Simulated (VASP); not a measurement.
# RbCl (Fm-3m) in VASP: notebook

Runs on RbCl. Level: PBE+D3(BJ). Tasks: relaxation of the atoms.

Everything below comes from runs of VASP 6.6.1. Logs are shortened: lines on timing, memory, paths and dates and some standing lists are left out, and cuts for length are marked.

### Step 1. The undisturbed crystal

Symmetry: Fm-3m, No. 225, cubic system. The conventional cell has a = 6.548 Å, b = 6.548 Å, c = 6.548 Å, α = 90.00°, β = 90.00°, γ = 90.00°. Around Rb (site symmetry m-3m) lie 6 Cl at 3.27 Å. Cl (site symmetry m-3m) has 6 Rb at 3.27 Å as nearest neighbours.

### Step 2. Relaxation of the atoms, PBE+D3(BJ) (a relaxed cell with its volume scaled by 0.94)

Contents of INCAR:

```
SYSTEM = RbCl
ALGO = Normal
EDIFF = 1E-7
EDIFFG = -0.01
ENCUT = 600
GGA = PE
IBRION = 2
ISIF = 2
ISMEAR = 0
IVDW = 12
LASPH = .TRUE.
LCHARG = .FALSE.
LREAL = .FALSE.
LWAVE = .FALSE.
NELM = 80
NSW = 40
PREC = Accurate
SIGMA = 0.03
```

Contents of KPOINTS:

```
k-points
0
G
  8 8 8
  0 0 0
```

Contents of POSCAR:

```
RbCl                                    
1.0
    0.0000000000      3.2293138154      3.2293138154
    3.2293138154      0.0000000000      3.2293138154
    3.2293138154      3.2293138154      0.0000000000
  Rb              Cl            
     1     1
Direct
     0.0000000000000000    0.0000000000000000    0.0000000000000000
     0.5000000000000000    0.5000000000000000    0.5000000000000000
```

Potentials or basis: VASP PAW PBE potentials, release 64 (Rb_sv, Cl).

Launch:

```
cat potpaw_PBE.64/Rb_sv/POTCAR potpaw_PBE.64/Cl/POTCAR > POTCAR
mpirun -np 1 vasp_std > vasp.out
```

OUTCAR:

```text
SYSTEM = RbCl
   EDIFF = 1E-7
   EDIFFG = -0.01
   ENCUT = 600
   GGA = PE
   IBRION = 2
   ISIF = 2
   ISMEAR = 0
   IVDW = 12
   LASPH = .TRUE.
   LREAL = .FALSE.
   NELM = 80
   NSW = 40
   PREC = Accurate
 IVDW          = 12

 ion  position               nearest neighbor table
   1  0.000  0.000  0.000-   2 3.23   2 3.23   2 3.23   2 3.23   2 3.23   2 3.23
   2  0.500  0.500  0.500-   1 3.23   1 3.23   1 3.23   1 3.23   1 3.23   1 3.23

  LATTYP: Found a face centered cubic cell.
 ALAT       =     6.4586276308

  Lattice vectors:

 A1 = (   0.0000000000,   3.2293138154,   3.2293138154)
 A2 = (   3.2293138154,   0.0000000000,   3.2293138154)
 A3 = (   3.2293138154,   3.2293138154,   0.0000000000)

Analysis of symmetry for initial positions (statically):
=====================================================================
 Subroutine PRICEL returns:
 Original cell was already a primitive cell.

 Routine SETGRP: Setting up the symmetry group for a
 face centered cubic supercell.

 Subroutine GETGRP returns: Found 48 space group operations
 (whereof 48 operations were pure point group operations)
 out of a pool of 48 trial point group operations.

The static configuration has the point symmetry O_h .

Analysis of symmetry for dynamics (positions and initial velocities):
=====================================================================
 Subroutine PRICEL returns:
 Original cell was already a primitive cell.

 Routine SETGRP: Setting up the symmetry group for a
 face centered cubic supercell.

 Subroutine GETGRP returns: Found 48 space group operations
 (whereof 48 operations were pure point group operations)
 out of a pool of 48 trial point group operations.

The dynamic configuration has the point symmetry O_h .

 Subroutine INISYM returns: Found 48 space group operations
 (whereof 48 operations are pure point group operations),
 and found     1 'primitive' translations

----------------------------------------------------------------------------------------

                                     Primitive cell

  volume of cell :      67.3536

  direct lattice vectors                    reciprocal lattice vectors
     0.000000000  3.229313815  3.229313815    -0.154831654  0.154831654  0.154831654
     3.229313815  0.000000000  3.229313815     0.154831654 -0.154831654  0.154831654
     3.229313815  3.229313815  0.000000000     0.154831654  0.154831654 -0.154831654

  length of vectors
     4.566939395  4.566939395  4.566939395     0.268176292  0.268176292  0.268176292

  position of ions in fractional coordinates (direct lattice)
     0.000000000  0.000000000  0.000000000
     0.500000000  0.500000000  0.500000000

  ion indices of the primitive-cell ions
   primitive index   ion index
                 1           1
                 2           2

----------------------------------------------------------------------------------------

 KPOINTS: k-points

Automatic generation of k-mesh.
 Grid dimensions read from file:
 generate k-points for:    8    8    8

 Generating k-lattice:

  Cartesian coordinates                     Fractional coordinates (reciprocal lattice)
    -0.019353957  0.019353957  0.019353957     0.125000000  0.000000000  0.000000000
     0.019353957 -0.019353957  0.019353957     0.000000000  0.125000000  0.000000000
     0.019353957  0.019353957 -0.019353957     0.000000000  0.000000000  0.125000000

  Length of vectors
     0.033522036  0.033522036  0.033522036

  Shift w.r.t. Gamma in fractional coordinates (k-lattice)
     0.000000000  0.000000000  0.000000000

 Subroutine IBZKPT returns following result:
 ===========================================

 Found     29 irreducible k-points:

 Following reciprocal coordinates:
            Coordinates               Weight
  0.000000  0.000000  0.000000      1.000000
  0.125000  0.000000  0.000000      8.000000
  0.250000  0.000000  0.000000      8.000000
  0.375000  0.000000  0.000000      8.000000
  0.500000  0.000000  0.000000      4.000000
  0.125000  0.125000  0.000000      6.000000
[... 16 lines left out ...]
  0.500000  0.250000  0.125000     48.000000
 -0.375000  0.250000  0.125000     24.000000
 [... further k-points ...]
   k-points           NKPTS =     29   k-points in BZ     NKDIM =     29   number of bands    NBANDS=     12
   number of dos      NEDOS =    301   number of ions     NIONS =      2
   total plane-waves  NPLWV =  46656
   dimension x,y,z NGX =    36 NGY =   36 NGZ =   36
   dimension x,y,z NGXF=    72 NGYF=   72 NGZF=   72
   ions per type =               1   1
   NGX,Y,Z   is equivalent  to a cutoff of  13.10, 13.10, 13.10 a.u.
   NGXF,Y,Z  is equivalent  to a cutoff of  26.21, 26.21, 26.21 a.u.
 SYSTEM =  RbCl
   PREC   = accura    normal or accurate (medium, high low for compatibility)
   ISTART =      0    job   : 0-new  1-cont  2-samecut
   ICHARG =      2    charge: 1-file 2-atom 10-const
   ISPIN  =      1    spin polarized calculation?
   LNONCOLLINEAR =      F non collinear calculations
   LSORBIT =      F    spin-orbit coupling
   LASPH  =      T    aspherical Exc in radial PAW
   ENCUT  =  600.0 eV  44.10 Ry    6.64 a.u.   9.12  9.12  9.12*2*pi/ulx,y,z
   NELM   =     80;   NELMIN=  2; NELMDL= -5     # of ELM steps
   EDIFF  = 0.1E-06   stopping-criterion for ELM
   LREAL  =      F    real-space projection
   EDIFFG = -.1E-01   stopping-criterion for IOM
   NSW    =     40    number of steps for IOM
   IBRION =      2    ionic relax: 0-MD 1-quasi-New 2-CG
   NFREE  =      1    steps in history (QN), initial steepest desc. (CG)
   ISIF   =      2    stress and relaxation
   ISYM   =      2    0-nonsym 1-usesym 2-fastsym
   POTIM  = 0.5000    time-step for ionic-motion
   TEBEG  =    0.0;   TEEND  =   0.0 temperature during run
   PSTRESS=    0.0 pullay stress
   NELECT =      16.0000    total number of electrons
   NUPDOWN=      -1.0000    fix difference up-down
   EMIN   =  10.00;   EMAX   =-10.00  energy-range for DOS
   EFERMI =   0.00;   METHOD = LEGACY
   ISMEAR =     0;   SIGMA  =   0.03  broadening in eV -4-tet -1-fermi 0-gaus
   EFERMI_NEDOS =   21; number of points for ismear=-14 and -15
   IALGO  =     38    algorithm
   IMIX   =      4    mixing-type and parameters
     AMIX     =   0.40;   BMIX     =  1.00
     AMIX_MAG =   1.60;   BMIX_MAG =  1.00
  volume/ion in A,a.u.               =      33.68       227.26
  Fermi-wavevector in a.u.,A,eV,Ry     =   1.013899  1.915991 13.986662  1.027991
  Thomas-Fermi vector in A             =   2.147095
   LORBIT       =      0    0 simple, 1 ext, 2 COOP (PROOUT), +10 PAW based schemes
   GGA     = PE    functional components
   LHFCALC =     F    Hartree Fock is set to
   AEXX    =    0.0000 exact exchange contribution
   IVDW    =    12    specifies the selected vdW correction
   LEPSILON=     F    determine dielectric tensor
   LRPA    =     F    only Hartree local field effects (RPA)
 conjugate gradient relaxation of ions
 non-spin polarized calculation
 Gauss-broadening in eV      SIGMA  =   0.03
  energy-cutoff  :      600.00
  volume of cell :       67.35
 maximum number of plane-waves:      2272
   NGX = 19   NGY = 19   NGZ = 19

 number of electron      15.9999999 magnetization

 Free energy of the ion-electron system (eV)
  ---------------------------------------------------
  ext. energy  EPLUGINS =         0.00000000
  ---------------------------------------------------
  free energy    TOTEN  =        -6.62961766 eV

  energy without entropy =       -6.62961766  energy(sigma->0) =       -6.62961766

 E-fermi :  -1.5317     XC(G=0):  -7.5822

 val. band max:       -1.6566245421   @ k =   0.0000   0.0000   0.0000
 cond. band min:       3.5273908522   @ k =   0.0000   0.0000   0.0000
 fundamental gap:      5.1840153943
 Fermi energy:        -1.5317189780

 k-point     1 :       0.0000    0.0000    0.0000
  band No.  band energies     occupation
      1     -25.4501      2.00000
      2     -13.7076      2.00000
      3      -9.4982      2.00000
      4      -9.4982      2.00000
      5      -9.4982      2.00000
      6      -1.6566      2.00000
      7      -1.6566      2.00000
      8      -1.6566      2.00000
      9       3.5274      0.00000
     10       6.3686      0.00000
     11       6.3686      0.00000
     12       6.3686      0.00000

 k-point     2 :       0.1250    0.0000    0.0000
  band No.  band energies     occupation
      1     -25.4470      2.00000
      2     -13.7200      2.00000
      3      -9.5001      2.00000
      4      -9.5001      2.00000
      5      -9.4917      2.00000
      6      -1.8276      2.00000
      7      -1.7181      2.00000
      8      -1.7181      2.00000
      9       3.9118      0.00000
     10       6.2559      0.00000
     11       6.5756      0.00000
     12       6.5756      0.00000

 k-point     3 :       0.2500    0.0000    0.0000
  band No.  band energies     occupation
      1     -25.4394      2.00000
      2     -13.7497      2.00000
      3      -9.5047      2.00000
      4      -9.5047      2.00000
      5      -9.4765      2.00000
      6      -2.1852      2.00000
      7      -1.8603      2.00000
      8      -1.8603      2.00000
      9       4.8542      0.00000
     10       6.1734      0.00000
     11       7.1734      0.00000
     12       7.1734      0.00000

 k-point     4 :       0.3750    0.0000    0.0000
  band No.  band energies     occupation
      1     -25.4318      2.00000
      2     -13.7791      2.00000
      3      -9.5093      2.00000
      4      -9.5093      2.00000
      5      -9.4616      2.00000
      6      -2.4903      2.00000
      7      -1.9945      2.00000
      8      -1.9945      2.00000
      9       5.8654      0.00000
     10       6.3368      0.00000
     11       8.0619      0.00000
     12       8.0619      0.00000

 k-point     5 :       0.5000    0.0000    0.0000
  band No.  band energies     occupation
      1     -25.4287      2.00000
      2     -13.7912      2.00000
      3      -9.5111      2.00000
      4      -9.5111      2.00000
      5      -9.4555      2.00000
      6      -2.6058      2.00000
      7      -2.0480      2.00000
      8      -2.0480      2.00000
      9       6.2864      0.00000
     10       6.5254      0.00000
     11       8.7009      0.00000
     12       8.7009      0.00000
[... 228 lines left out ...]
      1     -25.4229      2.00000
      2     -13.6555      2.00000
      3      -9.8161      2.00000
      4      -9.6226      2.00000
      5      -9.6226      2.00000
      6      -1.9667      2.00000
      7      -1.7520      2.00000
      8      -1.7520      2.00000
      9       4.5052      0.00000
     10       6.6734      0.00000
     11       8.3799      0.00000
     12       8.5402      0.00000

 k-point    22 :       0.3750    0.2500    0.1250
  band No.  band energies     occupation
      1     -25.4340      2.00000
      2     -13.7401      2.00000
      3      -9.5836      2.00000
      4      -9.5222      2.00000
      5      -9.4940      2.00000
      6      -2.2987      2.00000
      7      -1.9061      2.00000
      8      -1.7643      2.00000
      9       5.3211      0.00000
     10       5.5755      0.00000
     11       7.8002      0.00000
     12       8.1645      0.00000

 k-point    23 :       0.5000    0.2500    0.1250
  band No.  band energies     occupation
      1     -25.4281      2.00000
      2     -13.7435      2.00000
      3      -9.6175      2.00000
      4      -9.5650      2.00000
      5      -9.4886      2.00000
      6      -2.3521      2.00000
      7      -2.0023      2.00000
      8      -1.8630      2.00000
      9       5.8089      0.00000
     10       6.1326      0.00000
     11       8.2263      0.00000
     12       8.4827      0.00000

 k-point    24 :      -0.3750    0.2500    0.1250
  band No.  band energies     occupation
      1     -25.4256      2.00000
      2     -13.7448      2.00000
      3      -9.6182      2.00000
      4      -9.6002      2.00000
      5      -9.4825      2.00000
      6      -2.3640      2.00000
      7      -1.9870      2.00000
      8      -1.9687      2.00000
      9       6.2074      0.00000
     10       6.3411      0.00000
     11       8.3222      0.00000
     12       8.5218      0.00000

 [... further k-points ...]

------------------------ aborting loop because EDIFF is reached ----------------------------------------

 Edisp (eV)   -0.38464

 E8    (eV) :    -0.1838

  FORCE on cell =-STRESS in cart. coord.  units (eV):
  Direction    XX          YY          ZZ          XY          YZ          ZX
  --------------------------------------------------------------------------------------
  -------------------------------------------------------------------------------------
  Total       0.48987     0.48987     0.48987     0.00000     0.00000     0.00000
  in kB      11.65278    11.65278    11.65278     0.00000     0.00000     0.00000
  external pressure =       11.65 kB  Pullay stress =        0.00 kB

 VOLUME and BASIS-vectors are now :
 -----------------------------------------------------------------------------
  energy-cutoff  :      600.00
  volume of cell :       67.35
      direct lattice vectors                 reciprocal lattice vectors
     0.000000000  3.229313815  3.229313815    -0.154831654  0.154831654  0.154831654
     3.229313815  0.000000000  3.229313815     0.154831654 -0.154831654  0.154831654
     3.229313815  3.229313815  0.000000000     0.154831654  0.154831654 -0.154831654

 POSITION                                       TOTAL-FORCE (eV/Angst)
 -----------------------------------------------------------------------------------
      0.00000      0.00000      0.00000        -0.000000     -0.000000     -0.000000
      3.22931      3.22931      3.22931         0.000000      0.000000      0.000000
 -----------------------------------------------------------------------------------
    total drift:                                0.000000      0.000000      0.000000

  FREE ENERGIE OF THE ION-ELECTRON SYSTEM (eV)
  ---------------------------------------------------
  free  energy   TOTEN  =        -7.0142556088 eV

  energy  without entropy=       -7.0142556088  energy(sigma->0) =       -7.01425561

 reached required accuracy - stopping structural energy minimisation
```

Wall time 10 s (1 thread of Intel Xeon 6975P-C (Granite Rapids), shared host); peak memory 0.22 GiB.

What came out:

```yaml
Free_energy: -7.0143 eV
Pressure_after_relaxing: 1.2 GPa
Band_gap_on_the_k_mesh: 5.18 eV, direct
Dispersion_energy_per_atom: -0.192 eV
```

Final structure:
```
Rb Cl
1.0
     0.00000    3.22931    3.22931
     3.22931    0.00000    3.22931
     3.22931    3.22931    0.00000
Rb Cl
1 1
Direct
  0.00000 0.00000 0.00000
  0.50000 0.50000 0.50000
```

Caveat: the relaxation stopped at its first step, so nothing moved. A k mesh can miss the band edges.

(Continued in part 2 of 2.)
